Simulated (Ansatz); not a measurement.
LiI (rock salt, Fm-3m), the program Ansatz at the PBE level (PAW): ε∞ = 4.12, cell volume 54.53 Å³. Infrared-active transverse modes:

```
ω_TO (cm⁻¹)  oscillator strength S_xx (e²/amu)
-----------  ---------------------------------
117.3                                   0.2663
```

**Question.** Compute the static dielectric constant.

**Answer.** Each mode adds (4.921e7/V) S/ω²: 17.45. So ε0 = 21.6.

**Question.** What LO frequency does the Lyddane–Sachs–Teller relation give?

**Answer.** ω_LO = ω_TO √(ε0/ε∞) = 268 cm⁻¹.

The PBE relaxation kept the symmetry of its start; phonons on a q-mesh show no instability. Scalar-relativistic: spin–orbit coupling is off unless named, which matters more the heavier the elements.

Potentials: the later of the program's two PAW sets.
